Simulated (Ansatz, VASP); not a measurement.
# Ni: 3 runs at one level of theory

```
CELL_PARAMETERS angstrom
0.00000 1.73757 1.73757
1.73757 0.00000 1.73757
1.73757 1.73757 0.00000
ATOMIC_POSITIONS crystal
Ni 0.00000 0.00000 0.00000
```

Alike in all runs: task single point; functional PBE; k mesh 13 × 13 × 13; occupations gaussian, width 0.014 eV; collinear spin, ferromagnetic start; no spin-orbit coupling. Pressure is positive in compression and, in plane waves, holds the error of the finite cutoff, which Ansatz's Pulay term estimates and takes out.

```
                        program and potentials  plane-wave cutoff (eV)                                                                      notes  pressure (GPa)  net moment per atom (μB)
                            Ansatz, Ansatz PAW                     420  18 valence electrons an atom on average; Pulay term of +0.06 GPa included            8.01                      0.64
                VASP, PBE PAW files Ni, 520 eV                     520                                    10 valence electrons an atom on average            7.75                      0.62
Ansatz, all-electron LAPW, scalar-relativistic                       -                                                                          -            7.98                      0.64
```

The pressure spans 7.75 (VASP, PBE PAW files Ni, 520 eV) to 8.01 GPa (Ansatz, Ansatz PAW), with all-electron results at 7.98. The net moment per atom spans 0.62 (VASP, PBE PAW files Ni, 520 eV) to 0.64 μB (Ansatz, all-electron LAPW, scalar-relativistic), with all-electron results at 0.64. The state is the one that the start led to, which needn't be the lowest.

The functional is the same throughout but for its coding, so the spread measures potentials, basis and numerics; runs on potential files found faulty are left out.
